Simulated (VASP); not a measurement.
# Te2Mo in VASP: single point with PBEsol

Aim: the single point of Te2Mo with PBEsol.

Program: VASP 6.6.1. These are calculated values, not measurements. Logs are shortened: lines on timing, memory, paths and dates and some standing lists are left out, and cuts for length are marked.

**1. The slab as given**

The cell holds a slab with vacuum, 6 atoms: a = 6.362 Å, b = 3.480 Å, c = 36.176 Å, α = 90.00°, β = 90.14°, γ = 90.00°.

**2. Single point, PBEsol**

Input file INCAR:

```
PREC = Accurate ; ENCUT = 520
EDIFF = 1E-7 ; ISMEAR = -1
SIGMA = 0.1 ; LREAL = F
LASPH = T ; NELM = 100
ALGO = Fast ; ISIF = 2
LWAVE = F ; LCHARG = T
GGA = PS ; LELF = T
LVHAR = T ; NBANDS = 35
```

Input file KPOINTS:

```
regular mesh
0
Gamma
  4 6 1
```

Input file POSCAR:

```
Te2Mo
1.0
    6.3616090000      0.0000000000      0.0000000000
    0.0000000000      3.4804030000      0.0000000000
   -0.0857410000      0.0000000000     36.1758900000
Te Mo
4 2
Direct
    0.0791520000      0.7500000000      0.4434730000
    0.9208480000      0.2500000000      0.5565270000
    0.5707490000      0.2500000000      0.4592960000
    0.4292510000      0.7500000000      0.5407040000
    0.8186520000      0.7500000000      0.5025350000
    0.1813480000      0.2500000000      0.4974650000
```

Potentials or basis: VASP PAW PBE potentials, release 64 (Te, Mo_sv).

Launch:

```
cat potpaw_PBE.64/Te/POTCAR potpaw_PBE.64/Mo_sv/POTCAR > POTCAR
mpirun -np 1 vasp_std > vasp.out
```

OUTCAR:

```text
PREC = Accurate
   ENCUT = 520
   EDIFF = 1E-7
   ISMEAR = -1
   LREAL = F
   LASPH = T
   NELM = 100
   ISIF = 2
   GGA = PS

 ion  position               nearest neighbor table
   1  0.079  0.750  0.443-   6 2.69   6 2.69   5 2.71   3 3.62   3 3.62
   2  0.921  0.250  0.557-   5 2.69   5 2.69   6 2.71   4 3.62   4 3.62
   3  0.571  0.250  0.459-   5 2.82   5 2.82   6 2.84   4 3.54   4 3.54   1 3.62   1 3.62
   4  0.429  0.750  0.541-   6 2.82   6 2.82   5 2.84   3 3.54   3 3.54   2 3.62   2 3.62
   5  0.819  0.750  0.503-   2 2.69   2 2.69   1 2.71   3 2.82   3 2.82   4 2.84   6 2.90   6 2.90

   6  0.181  0.250  0.497-   1 2.69   1 2.69   2 2.71   4 2.82   4 2.82   3 2.84   5 2.90   5 2.90

  LATTYP: Found a simple monoclinic cell.
 ALAT       =     6.3616090000
 B/A-ratio  =     0.5470947680
 C/A-ratio  =     5.6866103541
 COS(beta)  =    -0.0023701078

  Lattice vectors:

 A1 = (   6.3616090000,   0.0000000000,   0.0000000000)
 A2 = (   0.0000000000,   3.4804030000,   0.0000000000)
 A3 = (  -0.0857410000,   0.0000000000,  36.1758900000)

Analysis of symmetry for initial positions (statically):
=====================================================================
 Subroutine PRICEL returns:
 Original cell was already a primitive cell.

 Routine SETGRP: Setting up the symmetry group for a
 simple monoclinic supercell.

 Subroutine GETGRP returns: Found  4 space group operations
 (whereof  2 operations were pure point group operations)
 out of a pool of  4 trial point group operations.

The static configuration has the point symmetry S_2 .
 The point group associated with its full space group is C_2h.

Analysis of symmetry for dynamics (positions and initial velocities):
=====================================================================
 Subroutine PRICEL returns:
 Original cell was already a primitive cell.

 Routine SETGRP: Setting up the symmetry group for a
 simple monoclinic supercell.

 Subroutine GETGRP returns: Found  4 space group operations
 (whereof  2 operations were pure point group operations)
 out of a pool of  4 trial point group operations.

The dynamic configuration has the point symmetry S_2 .
 The point group associated with its full space group is C_2h.

 Subroutine INISYM returns: Found  4 space group operations
 (whereof  2 operations are pure point group operations),
 and found     1 'primitive' translations

----------------------------------------------------------------------------------------

                                     Primitive cell

  volume of cell :     800.9690

  direct lattice vectors                    reciprocal lattice vectors
     6.361609000  0.000000000  0.000000000     0.157192937  0.000000000  0.000372565
     0.000000000  3.480403000  0.000000000     0.000000000  0.287323049  0.000000000
    -0.085741000  0.000000000 36.175890000     0.000000000  0.000000000  0.027642720

  length of vectors
     6.361609000  3.480403000 36.175991608     0.157193378  0.287323049  0.027642720

  position of ions in fractional coordinates (direct lattice)
     0.079152000  0.750000000  0.443473000
     0.920848000  0.250000000  0.556527000
     0.570749000  0.250000000  0.459296000
     0.429251000  0.750000000  0.540704000
     0.818652000  0.750000000  0.502535000
     0.181348000  0.250000000  0.497465000

  ion indices of the primitive-cell ions
   primitive index   ion index
                 1           1
                 2           2
                 3           3
                 4           4
                 5           5
                 6           6

----------------------------------------------------------------------------------------

 KPOINTS: regular mesh

Automatic generation of k-mesh.
 Grid dimensions read from file:
 generate k-points for:    4    6    1

 Generating k-lattice:

  Cartesian coordinates                     Fractional coordinates (reciprocal lattice)
     0.039298234  0.000000000  0.000093141     0.250000000  0.000000000  0.000000000
     0.000000000  0.047887175  0.000000000     0.000000000  0.166666667  0.000000000
     0.000000000  0.000000000  0.027642720     0.000000000  0.000000000  1.000000000

  Length of vectors
     0.039298345  0.047887175  0.027642720

  Shift w.r.t. Gamma in fractional coordinates (k-lattice)
     0.000000000  0.000000000  0.000000000

 Subroutine IBZKPT returns following result:
 ===========================================

 Found     12 irreducible k-points:

 Following reciprocal coordinates:
            Coordinates               Weight
  0.000000  0.000000  0.000000      1.000000
  0.250000  0.000000  0.000000      2.000000
  0.500000  0.000000  0.000000      1.000000
  0.000000  0.166667  0.000000      2.000000
  0.250000  0.166667  0.000000      4.000000
  0.500000  0.166667  0.000000      2.000000
  0.000000  0.333333  0.000000      2.000000
  0.250000  0.333333  0.000000      4.000000
  0.500000  0.333333  0.000000      2.000000
  0.000000  0.500000  0.000000      1.000000
  0.250000  0.500000  0.000000      2.000000
  0.500000  0.500000  0.000000      1.000000
   k-points           NKPTS =     12   k-points in BZ     NKDIM =     12   number of bands    NBANDS=     35
   number of dos      NEDOS =    301   number of ions     NIONS =      6
   total plane-waves  NPLWV = 362880
   dimension x,y,z NGX =    48 NGY =   28 NGZ =  270
   dimension x,y,z NGXF=    96 NGYF=   56 NGZF=  540
   ions per type =               4   2
   NGX,Y,Z   is equivalent  to a cutoff of  12.54, 13.37, 12.41 a.u.
   NGXF,Y,Z  is equivalent  to a cutoff of  25.09, 26.75, 24.82 a.u.
 SYSTEM =  unknown system
   PREC   = accura    normal or accurate (medium, high low for compatibility)
   ISTART =      0    job   : 0-new  1-cont  2-samecut
   ICHARG =      2    charge: 1-file 2-atom 10-const
   ISPIN  =      1    spin polarized calculation?
   LNONCOLLINEAR =      F non collinear calculations
   LSORBIT =      F    spin-orbit coupling
   LASPH  =      T    aspherical Exc in radial PAW
   ENCUT  =  520.0 eV  38.22 Ry    6.18 a.u.  11.83  6.47 67.26*2*pi/ulx,y,z
   NELM   =    100;   NELMIN=  2; NELMDL= -5     # of ELM steps
   EDIFF  = 0.1E-06   stopping-criterion for ELM
   LREAL  =      F    real-space projection
   EDIFFG = 0.1E-05   stopping-criterion for IOM
   NSW    =      0    number of steps for IOM
   IBRION =     -1    ionic relax: 0-MD 1-quasi-New 2-CG
   NFREE  =      0    steps in history (QN), initial steepest desc. (CG)
   ISIF   =      2    stress and relaxation
   ISYM   =      2    0-nonsym 1-usesym 2-fastsym
   POTIM  = 0.5000    time-step for ionic-motion
   TEBEG  =    0.0;   TEEND  =   0.0 temperature during run
   PSTRESS=    0.0 pullay stress
   NELECT =      52.0000    total number of electrons
   NUPDOWN=      -1.0000    fix difference up-down
   EMIN   =  10.00;   EMAX   =-10.00  energy-range for DOS
   EFERMI =   0.00;   METHOD = LEGACY
   ISMEAR =    -1;   SIGMA  =   0.10  broadening in eV -4-tet -1-fermi 0-gaus
   EFERMI_NEDOS =   21; number of points for ismear=-14 and -15
   IALGO  =     68    algorithm
   IMIX   =      4    mixing-type and parameters
     AMIX     =   0.40;   BMIX     =  1.00
     AMIX_MAG =   1.60;   BMIX_MAG =  1.00
  volume/ion in A,a.u.               =     133.49       900.87
  Fermi-wavevector in a.u.,A,eV,Ry     =   0.657967  1.243377  5.890240  0.432920
  Thomas-Fermi vector in A             =   1.729641
   LORBIT       =      0    0 simple, 1 ext, 2 COOP (PROOUT), +10 PAW based schemes
   GGA     = PS    functional components
   LHFCALC =     F    Hartree Fock is set to
   AEXX    =    0.0000 exact exchange contribution
   IVDW    =     0    specifies the selected vdW correction
   LEPSILON=     F    determine dielectric tensor
   LRPA    =     F    only Hartree local field effects (RPA)
 non-spin polarized calculation
 RMM-DIIS sequential band-by-band and
  energy-cutoff  :      520.00
  volume of cell :      800.97
 maximum number of plane-waves:     21707
 NGX is ok and might be reduce to    48
   NGX = 23   NGY = 13   NGZ =135

 number of electron      51.9999996 magnetization

 Free energy of the ion-electron system (eV)
  ---------------------------------------------------
  ext. energy  EPLUGINS =         0.00000000
  ---------------------------------------------------
  free energy    TOTEN  =       -39.11019340 eV

  energy without entropy =      -39.06420464  energy(sigma->0) =      -39.08719902

 E-fermi :  -2.2999     XC(G=0):  -2.3046

 val. band max:       -2.5001119675   @ k =   0.2500   0.0000   0.0000
 cond. band min:      -2.2982401182   @ k =   0.0000   0.1667   0.0000
 fundamental gap:      0.2018718493
 Fermi energy:        -2.2999269248

 k-point     1 :       0.0000    0.0000    0.0000
  band No.  band energies     occupation
      1     -63.1979      2.00000
      2     -63.1400      2.00000
      3     -37.4682      2.00000
      4     -37.4188      2.00000
      5     -37.3620      2.00000
      6     -37.2549      2.00000
[... 27 lines left out ...]
     34       1.7315      0.00000
     35       2.0445      0.00000

 k-point     2 :       0.2500    0.0000    0.0000
  band No.  band energies     occupation
      1     -63.1978      2.00000
      2     -63.1401      2.00000
      3     -37.4646      2.00000
      4     -37.4184      2.00000
      5     -37.3622      2.00000
      6     -37.2553      2.00000
[... 27 lines left out ...]
     34       1.9214      0.00000
     35       2.3341      0.00000

 k-point     3 :       0.5000    0.0000    0.0000
  band No.  band energies     occupation
      1     -63.1977      2.00000
      2     -63.1402      2.00000
      3     -37.4608      2.00000
      4     -37.4180      2.00000
      5     -37.3624      2.00000
      6     -37.2557      2.00000
[... 27 lines left out ...]
     34       1.4144      0.00000
     35       2.3170      0.00000

 k-point     4 :       0.0000    0.1667    0.0000
  band No.  band energies     occupation
      1     -63.1926      2.00000
      2     -63.1425      2.00000
      3     -37.4722      2.00000
      4     -37.4510      2.00000
      5     -37.3513      2.00000
      6     -37.2801      2.00000
[... 27 lines left out ...]
     34       1.0381      0.00000
     35       2.1539      0.00000

 k-point     5 :       0.2500    0.1667    0.0000
  band No.  band energies     occupation
      1     -63.1925      2.00000
      2     -63.1426      2.00000
      3     -37.4702      2.00000
      4     -37.4513      2.00000
      5     -37.3513      2.00000
      6     -37.2802      2.00000
[... 27 lines left out ...]
     34       1.0913      0.00000
     35       2.3880      0.00000

 k-point     6 :       0.5000    0.1667    0.0000
  band No.  band energies     occupation
      1     -63.1924      2.00000
      2     -63.1427      2.00000
      3     -37.4679      2.00000
      4     -37.4518      2.00000
      5     -37.3512      2.00000
      6     -37.2802      2.00000
[... 27 lines left out ...]
     34       1.0417      0.00000
     35       2.9342      0.00000

 k-point     7 :       0.0000    0.3333    0.0000
  band No.  band energies     occupation
      1     -63.1792      2.00000
      2     -63.1502      2.00000
      3     -37.5053      2.00000
      4     -37.4984      2.00000
      5     -37.3310      2.00000
      6     -37.3036      2.00000
[... 27 lines left out ...]
     34       1.0927      0.00000
     35       2.7298      0.00000

 k-point     8 :       0.2500    0.3333    0.0000
  band No.  band energies     occupation
      1     -63.1791      2.00000
      2     -63.1503      2.00000
      3     -37.5068      2.00000
      4     -37.4988      2.00000
      5     -37.3309      2.00000
      6     -37.3029      2.00000
[... 27 lines left out ...]
     34       0.8263      0.00000
     35       2.9679      0.00000

 k-point     9 :       0.5000    0.3333    0.0000
  band No.  band energies     occupation
      1     -63.1791      2.00000
      2     -63.1503      2.00000
      3     -37.5079      2.00000
      4     -37.4997      2.00000
      5     -37.3307      2.00000
      6     -37.3022      2.00000
[... 27 lines left out ...]
     34       1.0088      0.00000
     35       2.5567      0.00000

 k-point    10 :       0.0000    0.5000    0.0000
  band No.  band energies     occupation
      1     -63.1633      2.00000
      2     -63.1633      2.00000
      3     -37.5245      2.00000
      4     -37.5245      2.00000
      5     -37.3139      2.00000
      6     -37.3139      2.00000
[... 27 lines left out ...]
     34       1.3678      0.00000
     35       3.1874      0.00000

 k-point    11 :       0.2500    0.5000    0.0000
  band No.  band energies     occupation
      1     -63.1633      2.00000
      2     -63.1633      2.00000
      3     -37.5262      2.00000
      4     -37.5262      2.00000
      5     -37.3135      2.00000
      6     -37.3135      2.00000
[... 27 lines left out ...]
     34       1.2374      0.00000
     35       2.7502      0.00000

 k-point    12 :       0.5000    0.5000    0.0000
  band No.  band energies     occupation
      1     -63.1633      2.00000
      2     -63.1633      2.00000
      3     -37.5278      2.00000
      4     -37.5278      2.00000
      5     -37.3131      2.00000
      6     -37.3131      2.00000
[... 27 lines left out ...]
     34       1.1736      0.00000
     35       2.2280      0.00000

------------------------ aborting loop because EDIFF is reached ----------------------------------------

  FORCE on cell =-STRESS in cart. coord.  units (eV):
  Direction    XX          YY          ZZ          XY          YZ          ZX
  --------------------------------------------------------------------------------------
  -------------------------------------------------------------------------------------
  Total       -3.0189157     -3.4496463     -1.3568916      0.0000000      0.0000000      0.0423973
  in kB       -6.0387331     -6.9003230     -2.7141885      0.0000000      0.0000000      0.0848073
  external PRESSURE =      -5.2177482 kB  Pullay stress =       0.0000000 kB

 VOLUME and BASIS-vectors are now :
 -----------------------------------------------------------------------------
  energy-cutoff  :      520.00
  volume of cell :      800.97
      direct lattice vectors                 reciprocal lattice vectors
     6.361609000  0.000000000  0.000000000     0.157192937  0.000000000  0.000372565
     0.000000000  3.480403000  0.000000000     0.000000000  0.287323049  0.000000000
    -0.085741000  0.000000000 36.175890000     0.000000000  0.000000000  0.027642720

 POSITION                                       TOTAL-FORCE (eV/Angst)
 -----------------------------------------------------------------------------------
      0.46551      2.61030     16.04303         0.009396      0.000000      0.174668
      5.81036      0.87010     20.13286        -0.009396      0.000000     -0.174668
      3.59150      0.87010     16.61544        -0.025173     -0.000000      0.210147
      2.68437      2.61030     19.56045         0.025173      0.000000     -0.210147
      5.16486      2.61030     18.17965         0.036226      0.000000     -0.007023
      1.11101      0.87010     17.99624        -0.036226      0.000000      0.007023
 -----------------------------------------------------------------------------------
    total drift:                               -0.000000     -0.000000     -0.000000

  FREE ENERGIE OF THE ION-ELECTRON SYSTEM (eV)
  ---------------------------------------------------
  free  energy   TOTEN  =       -39.1101933952 eV

  energy  without entropy=      -39.0642046407  energy(sigma->0) =      -39.08719902
```

Wall time 16 min (1 thread of Intel Xeon Platinum 8375C at 2.90GHz (Ice Lake), shared host); peak memory 0.88 GiB.

Results:

```yaml
Free_energy: -39.1102 eV
Largest_force: 0.212 eV/Å
Band_gap_on_the_k_mesh: none (metal or under the smearing width)
```

Forces in eV/Å, atoms in the order of the input:
```
Te   0.009  0.000  0.175
Te  -0.009  0.000 -0.175
Te  -0.025  0.000  0.210
Te   0.025  0.000 -0.210
Mo   0.036  0.000 -0.007
Mo  -0.036  0.000  0.007
```

Levels at points of the mesh, in eV from the Fermi level:
```csv
k point,band 23,band 24,band 25,band 26,band 27,band 28,band 29,band 30
"(0.00, 0.00, 0.00)",-0.91,-0.56,-0.27,0.20,0.66,1.11,1.74,2.14
"(0.50, 0.00, 0.00)",-1.22,-0.77,-0.75,-0.63,0.12,1.11,1.49,1.84
"(0.00, 0.50, 0.00)",-1.57,-1.57,-1.36,-1.36,1.20,1.20,1.46,1.46
"(0.50, 0.50, 0.00)",-1.68,-1.68,-0.81,-0.81,1.12,1.12,1.93,1.93
```

Caveat: the PAW data sets were made with another functional, which shifts forces and pressure a little.
